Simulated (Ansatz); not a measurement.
A run of Ansatz 0.2.0 is set up as follows.

File input.yaml:

```yaml
crystal:
  lattice:
    - [1.383, -4.0265, 0.0]
    - [1.383, 4.0265, 0.0]
    - [-0.1174474948, 0.0, 3.3299294416]
  atoms:
    - { symbol: Ga, position: [0.131, 0.869, 0.75] }
    - { symbol: Ga, position: [0.869, 0.131, 0.25] }
kpoints:
  mp_grid: { grid: [10, 10, 8] }
scf:
  occupations: { method: fermi_dirac, width: 0.05 }
hamiltonian:
  xc: pbe
  pseudopotentials: { kind: all_electron, lapw: { basis_error: 0.001 } }
output:
  forces: true
  stress: true
  eigenvalues: true
  populations: true
```

Potentials or basis: all-electron LAPW, scalar-relativistic.

Command:

```console
$ ansatz run input.yaml --threads 1 --pin off --max-ram 3072MiB --backend cpu --events-out ev --progress --plain --runs-dir out
```

(1) What does it give for the pressure?

(2) Predict the largest force.

(3) Estimate the band gap on the k mesh.

Results:

(1) 1.7 GPa.

(2) 0.201 eV/Å.

(3) none (metal or under the smearing width).
